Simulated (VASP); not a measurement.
Crystal: SiGe.

```xyz
4
Lattice="0.0000 2.7730 2.7730 2.7730 0.0000 2.7730 5.5458 5.5458 0.0003" Properties=species:S:1:pos:R:3 pbc="T T T"
Ge    5.5286    5.5286    0.0175
Ge    1.4036    1.4036    1.3694
Si    5.5621    5.5621    5.5300
Si    4.1432    4.1432    1.4029
```

The cell comes from a database or a generator and needn't be the stable form of this composition.

Base run:

| Quantity | Value |
| --- | --- |
| Program | VASP 6.6.1 |
| Functional | PBEsol |
| Potentials or basis | VASP PAW PBE potentials, release 64 (Ge_d, Si) |
| Cutoff | 700 eV |
| k mesh | 12 × 12 × 12 |
| Occupations | gaussian, width 0.02 eV |
| Spin | no spin polarisation |

Its results: band gap on the k mesh 0.33 eV, indirect (least direct gap 0.46 eV); pressure 0.1 GPa.

Question: The run is repeated on the same cell with these changes: functional from PBEsol to r2SCAN; cutoff from 700 eV to 520 eV. What comes out?

Answer: Band gap on the k mesh 0.62 eV, indirect (least direct gap 0.81 eV); pressure 0.2 GPa.

r2SCAN gives the wider gap, since meta-GGAs in the generalised Kohn-Sham scheme recover part of the derivative discontinuity.

Caveats: the PAW data sets were made with another functional, which shifts forces and pressure a little.

A k mesh can miss the band edges.
